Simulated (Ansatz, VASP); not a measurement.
# Two plane-wave programs on GaN

INCAR

```
SYSTEM = GaN
  ALGO = Normal
  EDIFF = 1E-7
  ENCUT = 520
  GGA = PE
  ISIF = 2
  ISMEAR = -1
  LASPH = .True.
  LCHARG = .False.
  LREAL = .False.
  LWAVE = .False.
  NBANDS = 26
  NELM = 100
  PREC = Accurate
  SIGMA = 0.05
```

The input KPOINTS:

```
k-points
0
Gamma
  10 10 5
  0 0 0
```

The input POSCAR:

```
GaN
1.0
    3.1150838257      0.0000000000      0.0000000000
   -1.5575419129      2.6977417280      0.0000000000
    0.0000000000      0.0000000000      5.0605418376
Ga N
2 2
Direct
    0.6666666667      0.3333333333      0.5000000000
    0.3333333333      0.6666666667      0.0000000000
    0.6666666667      0.3333333333      0.8750000000
    0.3333333333      0.6666666667      0.3750000000
```

File input.yaml:

```yaml
crystal:
  lattice:
    - [3.1150838257, 0.0, 0.0]
    - [-1.5575419129, 2.697741728, 0.0]
    - [0.0, 0.0, 5.0605418376]
  atoms:
    - { symbol: Ga, position: [0.6666666667, 0.3333333333, 0.5] }
    - { symbol: Ga, position: [0.3333333333, 0.6666666667, 0.0] }
    - { symbol: "N", position: [0.6666666667, 0.3333333333, 0.875] }
    - { symbol: "N", position: [0.3333333333, 0.6666666667, 0.375] }
hamiltonian:
  xc: pbe
  pseudopotentials: { kind: paw }
kpoints:
  mp_grid: { grid: [10, 10, 5] }
scf:
  occupations: { method: fermi_dirac, width: 0.05 }
output:
  forces: true
  stress: true
  eigenvalues: true
```

Change from the starting cell: volume scaled by 0.94.

Alike in both runs: task single point; functional PBE; k mesh 10 × 10 × 5; occupations fermi-dirac, width 0.05 eV; no spin polarisation.

```csv
,VASP,Ansatz
version,VASP 6.6.1,Ansatz 0.2.0
potentials or method,"VASP PAW PBE potentials, release 64 (Ga_d, N)",Ansatz PAW
plane-wave cutoff (eV),520,420
valence electrons in the cell,36,36
```

Ansatz gave:

* gap on the k mesh at the Fermi level (eV): 2.38
* least direct gap on the mesh (eV): 2.38
* pressure (GPa): 21.7
* largest component of the traceless stress (GPa): 1.85
* rms of the force components (eV/Å): 0.090

Task: Which values does VASP return?

Result: gap on the k mesh at the Fermi level (eV): 2.39; least direct gap on the mesh (eV): 2.39; pressure (GPa): 21.5; largest component of the traceless stress (GPa): 1.87; rms of the force components (eV/Å): 0.088.

Atom by atom the forces differ by 0.002 eV/Å (rms over components).

Caveats: odd divisions of the mesh miss points on the zone boundary, where band edges often lie, so the gap on the mesh can be too wide (Ansatz); the pressure holds a Pulay correction of +0.6 GPa for the finite cutoff (Ansatz).
